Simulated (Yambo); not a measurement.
# GaP (F-43m) in Yambo: settings compared

The runs below take GaP through optical spectrum, optical spectrum by the Bethe-Salpeter equation, energy-loss spectrum, G0W0 quasiparticle levels, with PBEsol, LDA.

All numbers are computed with Yambo 5.3.0; they aren't measurements. Logs are shortened: lines on timing, memory, paths and dates and some standing lists are left out, and cuts for length are marked.

**The experiment to reproduce.**

“Stacking defects in GaP nanowires: Electronic structure and optical properties”, 2018, arxiv:1810.01194 quotes, for a bulk crystal of GaP at 10 K: band gap 2.34 eV (indirect).

The runs below are set against these values where they give the same quantity.

**1. The structure**

Symmetry: F-43m, No. 216, cubic system. Conventional cell: a = 5.451 Å, b = 5.451 Å, c = 5.451 Å, α = 90.00°, β = 90.00°, γ = 90.00°. Around Ga (site symmetry -43m) lie 4 P at 2.36 Å. Around P (site symmetry -43m) lie 4 Ga at 2.36 Å.

**2. Optical spectrum, PBEsol**

The input, optics9.in:

```
optics
chi
Chimod= "IP"
% BndsRnXd
 1 | 34 |
%
% LongDrXd
 1 | 1 | 1 |
%
% QpntsRXd
 1 | 1 |
%
% EnRngeXd
 0 | 30 | eV
%
% DmRngeXd
 0.05 | 0.05 | eV
%
ETStpsXd= 200
```

The input, scf.in:

```
&CONTROL
  calculation = 'scf'
  prefix = 'pwscf'
  outdir = './tmp'
  pseudo_dir = './pseudo'
/
&SYSTEM
  ibrav = 0
  A = 3.85408551
  nat = 2
  ntyp = 2
  ecutwfc = 56
  nbnd = 15
  occupations = 'smearing'
  smearing = 'fd'
  degauss = 0.00367493
  force_symmorphic = .true.
/
&ELECTRONS
  conv_thr = 4d-10
  electron_maxstep = 120
  mixing_beta = 0.5
/
ATOMIC_SPECIES
Ga    69.7230 Ga.upf
P     30.9738 P.upf
CELL_PARAMETERS alat
   0.0000000000    0.7071067813    0.7071067813
   0.7071067813    0.0000000000    0.7071067813
   0.7071067813    0.7071067813    0.0000000000
ATOMIC_POSITIONS alat
Ga     0.0000000000    0.0000000000    0.0000000000
P      1.0606601720    1.0606601720    1.0606601720
K_POINTS automatic
8 8 8 0 0 0
```

The input, nscf.in:

```
&CONTROL
  calculation = 'nscf'
  prefix = 'pwscf'
  outdir = './tmp'
  pseudo_dir = './pseudo'
/
&SYSTEM
  ibrav = 0
  A = 3.85408551
  nat = 2
  ntyp = 2
  ecutwfc = 56
  nbnd = 109
  occupations = 'fixed'
  force_symmorphic = .true.
/
&ELECTRONS
  conv_thr = 1d-08
  diago_full_acc = .true.
  diago_thr_init = 1d-06
/
ATOMIC_SPECIES
Ga    69.7230 Ga.upf
P     30.9738 P.upf
CELL_PARAMETERS alat
   0.0000000000    0.7071067813    0.7071067813
   0.7071067813    0.0000000000    0.7071067813
   0.7071067813    0.7071067813    0.0000000000
ATOMIC_POSITIONS alat
Ga     0.0000000000    0.0000000000    0.0000000000
P      1.0606601720    1.0606601720    1.0606601720
K_POINTS automatic
6 6 6 0 0 0
```

Potentials or basis: PseudoDojo 0.4.1 SR PBEsol standard.

On the command line:

```
> OMP_NUM_THREADS=1 pw.x -in scf.in > scf.out
> OMP_NUM_THREADS=1 pw.x -in nscf.in > nscf.out
> cd tmp/pwscf.save; p2y; mv SAVE ../..; cd ../..
> OMP_NUM_THREADS=1 yambo
> OMP_NUM_THREADS=1 yambo -F optics9.in -J optics9 -C optics9_out
```

Yambo's report:

```text
[... sections 02.01 to 02.04 as in the set-up run ...]

  [02.05] Energies & Occupations
  ==============================

  [X] === General ===
  [X] Electronic Temperature                        :  0.000000  0.000000 [eV K]
  [X] Bosonic    Temperature                        :  0.000000  0.000000 [eV K]
  [X] Finite Temperature mode                       : no
  [X] El. density                                   :  0.44466E+24 [cm-3]
  [X] Fermi Level                                   :  7.529547 [eV]

  [X] === Gaps and Widths ===
  [X] Conduction Band Min                           :  1.517527 [eV]
  [X] Valence Band Max                              :  0.000000 [eV]
  [X] Filled Bands                                  :   9
  [X] Empty Bands                                   :   10  109
  [X] Direct Gap                                    :  1.724304 [eV]
  [X] Direct Gap localized at k                     :  1
  [X] Indirect Gap                                  :  1.517527 [eV]
  [X] Indirect Gap between kpts                     :   1  13
  [X] Last valence band width                       :  3.314091 [eV]
  [X] 1st conduction band width                     :  2.320510 [eV]

 [03] Transferred momenta grid and indexing
 ==========================================

 IBZ Q-points                                      :  16
 BZ  Q-points                                      :  216

 K/Q-points units:
 rlu = crystal or reduced units; cc = cartesian coordinates; iku = interal k-units

 Q [ 1]         [rlu]:  0.000000  0.000000  0.000000
 Q [ 2]         [rlu]: -0.18788E-17 -0.18788E-17  0.16667
 Q [ 3]         [rlu]:  0.89803E-17  0.89803E-17  0.33333
 Q [ 4]         [rlu]: -0.50098E-16  0.54131E-17 -0.50000
 Q [ 5]         [rlu]:  0.14564E-16  0.16667      0.16667
 Q [ 6]         [rlu]:  0.14502E-16  0.16667      0.33333
 Q [ 7]         [rlu]: -0.82018E-16  0.16667      0.50000
 Q [ 8]         [rlu]: -0.45986E-17  0.16667     -0.33333
 Q [ 9]         [rlu]: -0.89803E-17  0.16667     -0.16667
 Q [10]         [rlu]:  0.29128E-16  0.33333      0.33333
 Q [11]         [rlu]:  0.19508E-16  0.33333      0.50000
 Q [12]         [rlu]:  0.27539E-16  0.33333     -0.33333
 Q [13]         [rlu]: -0.95678E-17 -0.50000     -0.50000
 Q [14]         [rlu]:  0.166667  0.333333  0.500000
 Q [15]         [rlu]:  0.166667  0.333333 -0.333333
 Q [16]         [rlu]:  0.166667 -0.500000 -0.333333

 [WARNING] [Xd] User bands 1-34 break level degeneracy

 [04] Dipoles
 ============

  [04.01] Setup: observables and procedures
  =========================================

  [WF-Oscillators/G space/Transverse up loader] Normalization (few states)  min/max  :  0.20249E-16   1.0000

  [WR./optics9//ndb.dipoles]------------------------------------------------------
   Brillouin Zone Q/K grids (IBZ/BZ)                :   16  216   16  216
   RL vectors                                       :  2637 [WF]
   Fragmentation                                    : yes
   Electronic Temperature                           :  0.000000 [K]
   Bosonic    Temperature                           :  0.000000 [K]
   DIP band range                                   :    1   34
   DIP band range limits                            :   9  10
   DIP e/h energy range                             : -1.000000 -1.000000 [eV]
   RL vectors in the sum                            :  2637
   [r,Vnl] included                                 : yes
   Bands ordered                                    : yes
   Direct v evaluation                              : no
   Approach used                                    : G-space v
   Dipoles computed                                 : R V P [G-space]
   Wavefunctions                                    : Perdew, Burke & Ernzerhof SOL(X)+Perdew, Burke & Ernzerhof SOL(C)

  [WARNING] [r,Vnl^pseudo] included in position and velocity dipoles.

  [WARNING] In case H contains other non local terms, these are neglected

 [05] Optics
 ===========

 [X-CG] R(p) Tot o/o(of R):    2738   48600     100
```

o-optics9.eel_q1_ip:

```text
# Electron Energy Loss @ Q(1):  0.577350269     0.577350269     0.577350269    [q->0 direction]
#
# [ X ] Hartree size                              :  1
# [GEN] GF Energies                               : Perdew, Burke & Ernzerhof SOL(X)+Perdew, Burke & Ernzerhof SOL(C)
# [GEN] Green`s Function                          : T-ordered
#
# [GEN] Gauge                                     : Length
# [GEN] [r,Vnl] included                          : yes
#
#    E[1] [eV]          Im(eel)            Re(eel)
#
        0.000000           0.930317E-3       -0.070675
        0.150754           0.934552E-3       -0.070536
        0.301508           0.947576E-3       -0.070114
        0.452261           0.970433E-3       -0.069403
        0.603015           0.001005          -0.068383
        0.753769           0.001056          -0.067028
[... 192 lines left out ...]
        29.84925           0.202710          -1.424802
        30.00000           0.269789          -1.367222
#
```

o-optics9.eps_q1_ip:

```text
# Absorption @ Q(1):  0.577350269     0.577350269     0.577350269    [q->0 direction]
#
# [ X ] Hartree size                              :  1
# [GEN] GF Energies                               : Perdew, Burke & Ernzerhof SOL(X)+Perdew, Burke & Ernzerhof SOL(C)
# [GEN] Green`s Function                          : T-ordered
#
# [GEN] Gauge                                     : Length
# [GEN] [r,Vnl] included                          : yes
#
#    E[1] [eV]          Im(eps)            Re(eps)
#
        0.000000           0.186219           14.14682
        0.150754           0.187807           14.17475
        0.301508           0.192717           14.25980
        0.452261           0.201432           14.40587
        0.603015           0.214914           14.62030
        0.753769           0.234942           14.91534
[... 192 lines left out ...]
        29.84925           0.097873           0.687927
        30.00000           0.138917           0.703998
#
```

Run time: 38 s. Hardware: 1 thread of Arm Neoverse V2, shared host; peak memory 0.23 GiB.

Results:

| Item | Value |
| --- | --- |
| Band gap on the k mesh, mean-field level | 1.52 eV, indirect (least direct gap 1.72 eV) |
| Electronic dielectric constant along the field | 14.15 |

Dielectric function (along the field direction of the input):
```csv
energy (eV),real part,imaginary part
0.30,14.26,0.19
0.90,15.31,0.26
1.51,19.68,1.13
2.26,23.40,1.63
2.86,-14.07,10.30
3.62,35.66,14.04
4.22,40.31,40.31
4.97,-8.40,4.45
5.58,5.95,8.03
6.33,-3.03,13.03
6.93,-5.25,7.93
7.69,-7.41,4.99
8.29,-3.94,2.88
9.05,-2.48,0.63
9.65,-1.01,0.73
10.40,-2.07,0.93
11.01,-1.65,0.51
11.76,-1.60,0.76
12.36,-1.00,0.37
13.12,-0.47,0.26
13.72,-0.74,0.22
14.47,-0.34,0.13
15.08,-0.19,0.38
15.83,-0.02,0.11
16.43,0.11,0.31
17.19,0.28,0.24
17.79,0.24,0.14
18.54,0.26,0.21
19.15,0.32,0.34
19.90,0.40,0.22
```

Energy-loss function:
| energy (eV) | loss |
| --- | --- |
| 0.0 | 0.001 |
| 1.4 | 0.002 |
| 2.6 | 0.005 |
| 3.9 | 0.030 |
| 5.3 | 0.065 |
| 6.5 | 0.130 |
| 7.8 | 0.077 |
| 9.2 | 0.366 |
| 10.4 | 0.180 |
| 11.8 | 0.243 |
| 13.1 | 0.885 |
| 14.3 | 0.541 |
| 15.7 | 2.337 |
| 16.9 | 2.580 |
| 18.2 | 1.833 |
| 19.6 | 2.995 |
| 20.8 | 1.356 |
| 22.2 | 1.165 |
| 23.5 | 0.678 |
| 24.7 | 0.180 |
| 26.1 | 0.346 |
| 27.4 | 0.323 |
| 28.6 | 0.485 |
| 30.0 | 0.270 |

Caveat: spectra need much finer meshes, so this one isn't converged; independent-particle spectra lack excitons.

**3. Optical spectrum, PBEsol**

The input, optics10.in:

```
optics
chi
Chimod= "HARTREE"
% BndsRnXd
 1 | 34 |
%
NGsBlkXd= 2 Ry
% LongDrXd
 0 | 1 | 0 |
%
% QpntsRXd
 1 | 1 |
%
% EnRngeXd
 0 | 30 | eV
%
% DmRngeXd
 0.2 | 0.2 | eV
%
ETStpsXd= 150
% XfnQP_E
 0.54 | 1.0 | 1.0 |
%
```

scf.in is that of step 2.

nscf.in is that of step 2.

Potentials or basis: PseudoDojo 0.4.1 SR PBEsol standard.

On the command line:

```
> OMP_NUM_THREADS=1 pw.x -in scf.in > scf.out
> OMP_NUM_THREADS=1 pw.x -in nscf.in > nscf.out
> cd tmp/pwscf.save; p2y; mv SAVE ../..; cd ../..
> OMP_NUM_THREADS=1 yambo
> OMP_NUM_THREADS=1 yambo -F optics10.in -J optics10 -C optics10_out
```

Yambo's report:

```text
[... sections 02.01 to 02.04 as in the set-up run ...]

  [02.05] Energies & Occupations
  ==============================

  [X] === General ===
  [X] Electronic Temperature                        :  0.000000  0.000000 [eV K]
  [X] Bosonic    Temperature                        :  0.000000  0.000000 [eV K]
  [X] Finite Temperature mode                       : no
  [X] El. density                                   :  0.44466E+24 [cm-3]
  [X] Fermi Level                                   :  7.529547 [eV]

  [X] === Gaps and Widths ===
  [X] Conduction Band Min                           :  1.517527 [eV]
  [X] Valence Band Max                              :  0.000000 [eV]
  [X] Filled Bands                                  :   9
  [X] Empty Bands                                   :   10  109
  [X] Direct Gap                                    :  1.724304 [eV]
  [X] Direct Gap localized at k                     :  1
  [X] Indirect Gap                                  :  1.517527 [eV]
  [X] Indirect Gap between kpts                     :   1  13
  [X] Last valence band width                       :  3.314091 [eV]
  [X] 1st conduction band width                     :  2.320510 [eV]

 [03] Transferred momenta grid and indexing
[... 122 lines left out ...]
 [05] Dipoles
 ============

  [05.01] Setup: observables and procedures
  =========================================

  [WF-Oscillators/G space/Transverse up loader] Normalization (few states)  min/max  :  0.20249E-16   1.0000

  [WR./optics10//ndb.dipoles]-----------------------------------------------------
   Brillouin Zone Q/K grids (IBZ/BZ)                :   16  216   16  216
   RL vectors                                       :  2637 [WF]
   Fragmentation                                    : yes
   Electronic Temperature                           :  0.000000 [K]
   Bosonic    Temperature                           :  0.000000 [K]
   DIP band range                                   :    1   34
   DIP band range limits                            :   9  10
   DIP e/h energy range                             : -1.000000 -1.000000 [eV]
   RL vectors in the sum                            :  2637
   [r,Vnl] included                                 : yes
   Bands ordered                                    : yes
   Direct v evaluation                              : no
   Approach used                                    : G-space v
   Dipoles computed                                 : R V P [G-space]
   Wavefunctions                                    : Perdew, Burke & Ernzerhof SOL(X)+Perdew, Burke & Ernzerhof SOL(C)

  [WARNING] [r,Vnl^pseudo] included in position and velocity dipoles.

  [WARNING] In case H contains other non local terms, these are neglected

 [06] Optics
 ===========

 [X-CG] R(p) Tot o/o(of R):    2738   48600     100
```

o-optics10.eps_q1_inv_rpa_dyson:

```text
# Absorption @ Q(1):   0.00000000      1.00000000      0.00000000    [q->0 direction]
#
# [ X ] Hartree size                              :  27
# [GEN] GF Energies                               : Perdew, Burke & Ernzerhof SOL(X)+Perdew, Burke & Ernzerhof SOL(C)+ user defined corrections @E
# [GEN] Green`s Function                          : T-ordered
#
# [GEN] Gauge                                     : Length
# [GEN] [r,Vnl] included                          : yes
#
#    E[1] [eV]          Im(eps)            Re(eps)            Im(eps_o)          Re(eps_o)
#
        0.000000           0.495628           11.59630           0.540424           12.40790
        0.201342           0.500490           11.62337           0.545497           12.43650
        0.402685           0.515524           11.70577           0.561170           12.52354
        0.604027           0.542185           11.84737           0.588917           12.67296
        0.805369           0.583334           12.05522           0.631631           12.89200
        1.006711           0.644159           12.34085           0.694542           13.19243
[... 142 lines left out ...]
        29.79866           0.140728           0.609554           0.117688           0.600111
        30.00000           0.130945           0.633263           0.113577           0.624314
#
```

Run time: 39 s. Hardware: 1 thread of Arm Neoverse V2, shared host; peak memory 0.3 GiB.

Results:

| Item | Value |
| --- | --- |
| Band gap on the k mesh, mean-field level | 1.52 eV, indirect (least direct gap 1.72 eV) |
| Electronic dielectric constant along the field | 11.60 |
| Electronic dielectric constant along the field, independent particles | 12.41 |
| Peak of the energy-loss function | 16.7 eV |

Dielectric function (along the field direction of the input):
```
energy (eV)  real part  imaginary part
       0.40      11.71            0.52
       0.81      12.06            0.58
       1.21      12.72            0.73
       1.81      14.86            1.55
       2.21      16.09            5.23
       2.82      19.94            5.57
       3.22      17.45           25.95
       3.83       9.49            6.50
       4.23      15.36           14.59
       4.83       6.13           34.68
       5.23     -11.87           15.39
       5.84      -5.39            6.03
       6.24      -2.61            7.66
       6.85      -2.18            6.07
       7.25      -1.54            5.97
       7.85      -3.31            5.77
       8.26      -4.49            5.19
       8.86      -3.25            3.37
       9.26      -3.83            2.01
       9.87      -2.41            1.48
      10.27      -1.53            1.21
      10.87      -1.73            1.72
      11.28      -1.45            1.23
      11.88      -1.07            1.37
      12.28      -1.39            1.03
      12.89      -0.91            0.77
      13.29      -0.93            0.64
      13.89      -0.55            0.58
      14.30      -0.54            0.52
      14.90      -0.42            0.52
      15.30      -0.20            0.45
      15.91      -0.31            0.51
      16.31      -0.19            0.31
      16.91       0.04            0.28
      17.32       0.05            0.31
      17.92       0.16            0.35
      18.32       0.18            0.27
      18.93       0.29            0.32
      19.33       0.35            0.38
      19.93       0.24            0.44
```

Energy-loss function:
```
energy (eV)   loss
        0.0  0.004
        1.2  0.005
        2.6  0.013
        3.8  0.049
        5.2  0.041
        6.4  0.118
        7.9  0.130
        9.1  0.121
       10.5  0.385
       11.7  0.437
       13.1  0.530
       14.3  0.920
       15.7  1.635
       16.9  3.459
       18.3  2.542
       19.5  1.497
       20.9  1.564
       22.1  0.781
       23.6  0.837
       24.8  0.653
       26.2  0.428
       27.4  0.452
       28.8  0.444
       30.0  0.313
```

Caveat: the scissor is the correction of the direct gap in an earlier G0W0 run on the same states; spectra need much finer meshes, so this one isn't converged; these spectra lack excitons.

(Part 1 of 3 ends here.)
